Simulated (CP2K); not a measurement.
Runs of CP2K 2026.2 on Al. The structure is cubic, space group Fm-3m (No. 225). The conventional cell has a = 4.050 Å, b = 4.050 Å, c = 4.050 Å, α = 90.00°, β = 90.00°, γ = 90.00°. Al (site symmetry m-3m) has 12 Al at 2.86 Å as nearest neighbours. 

| task | level | potentials or basis | smearing | EPS_DEFAULT | NGRIDS | basis sets | potentials | points a segment of the path (NPOINTS) | gap on the mesh (eV) | pressure (GPa) | V0 of scaled cells (Å³/atom) | B0 (GPa) |
| --- | --- | --- | --- | --- | --- | --- | --- | --- | --- | --- | --- | --- |
| band structure | LDA | GTH_POTENTIALS Al GTH-PADE-q3; TZVP-MOLOPT-PBE-GTH basis | fermi-dirac 0.0259 eV | 1.0E-9 | 5 | Al TZVP-MOLOPT-PBE-GTH-q3 | Al GTH-PADE-q3 of GTH_POTENTIALS | 6 | none | -4.3 | - | - |
| equation of state | r2SCAN | POTENTIAL_UZH Al GTH-SCAN-q3; TZVP-MOLOPT-SCAN-GTH basis | fermi-dirac 0.1 eV | 1.0E-10 | 5 | Al TZVP-MOLOPT-SCAN-GTH-q3 | Al GTH-SCAN-q3 of POTENTIAL_UZH | - | - | - | (a) | 89 |
| single point | BLYP | GTH_POTENTIALS Al GTH-BLYP-q3; TZVP-MOLOPT-PBE-GTH basis | fermi-dirac 0.05 eV | 1.0E-10 | 4 | Al TZVP-MOLOPT-PBE-GTH-q3 | Al GTH-BLYP-q3 of GTH_POTENTIALS | - | none | 1.1 | - | - |
| single point | PBE | POTENTIAL_UZH Al GTH-PBE-q3; TZVP-MOLOPT-PBE-GTH basis | gaussian 0.028 eV | 1.0E-10 | 4 | Al TZVP-MOLOPT-PBE-GTH-q3 | Al GTH-PBE-q3 of POTENTIAL_UZH | - | none | -0.7 | - | - |
| equation of state | PBE | POTENTIAL_UZH Al GTH-PBE-q3; TZVP-MOLOPT-PBE-GTH basis | fermi-dirac 0.05 eV | 1.0E-10 | 5 | Al TZVP-MOLOPT-PBE-GTH-q3 | Al GTH-PBE-q3 of POTENTIAL_UZH | - | - | - | 16.45 | (b) |

Alike in all rows: no spin polarisation; cell as given; k mesh 11 × 11 × 11.

Estimate the missing entries.

(a) 15.86; (b) 80.

Caveats: the basis of atomic orbitals isn't converged, which shifts pressures, moduli and gaps; the potentials were made for another functional, which shifts forces and pressure (some runs).

A k mesh can miss the band edges.

A gap of «none» marks a metal or a gap under the smearing width.

Not every run made on this cell is shown here.
